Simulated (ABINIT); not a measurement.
LiH:

```xyz
2
Lattice="0.0000 2.0368 2.0368 2.0368 0.0000 2.0368 2.0368 2.0368 0.0000" Properties=species:S:1:pos:R:3 pbc="T T T"
Li    0.0000    0.0000    0.0000
H     2.0368    2.0368    2.0368
```

* Program: ABINIT 10.8.3 (patched build)
* Task: relaxation of cell and atoms
* Functional: LDA
* Potentials or basis: PseudoDojo NC SR LDA v0.4.1 standard
* Cutoff: 1007 eV
* k mesh: 8 × 8 × 8
* Occupations: fermi-dirac, width 0.05 eV
* Spin: no spin polarisation

At the start: pressure -4.1 GPa; volume 8.45 Å³/atom.

Q: How do energy, volume and symmetry change on relaxing?

A: Over 5 steps the energy falls by 13.6 meV/atom and the volume is 7.47 Å³/atom (-11.6 %); space group Fm-3m (No. 225, to 0.05 Å).

The path:
| step | energy change (eV) | largest force (eV/Å) | pressure (GPa) | volume (Å³) |
| --- | --- | --- | --- | --- |
| 1 | 0.0000 | 0.0000 | -4.06 | 16.90 |
| 2 | -0.0051 | 0.0000 | -3.73 | 16.69 |
| 3 | -0.0268 | 0.0000 | 0.52 | 14.75 |
| 4 | -0.0271 | 0.0000 | -0.05 | 14.96 |
| 5 | -0.0271 | 0.0000 | 0.00 | 14.94 |

Final structure:
```cif
data_structure
_symmetry_space_group_name_H-M 'P 1'
_symmetry_Int_Tables_number 1
_cell_length_a 2.7646
_cell_length_b 2.7646
_cell_length_c 2.7646
_cell_angle_alpha 60.000
_cell_angle_beta 60.000
_cell_angle_gamma 60.000
_cell_volume 14.94
loop_
_atom_site_label
_atom_site_type_symbol
_atom_site_fract_x
_atom_site_fract_y
_atom_site_fract_z
_atom_site_occupancy
Li1 Li 0.00000 0.00000 0.00000 1
H1 H 0.50000 0.50000 0.50000 1
```

Caveat: the volume moved by -12 % from the deposited cell, more than functionals usually miss.
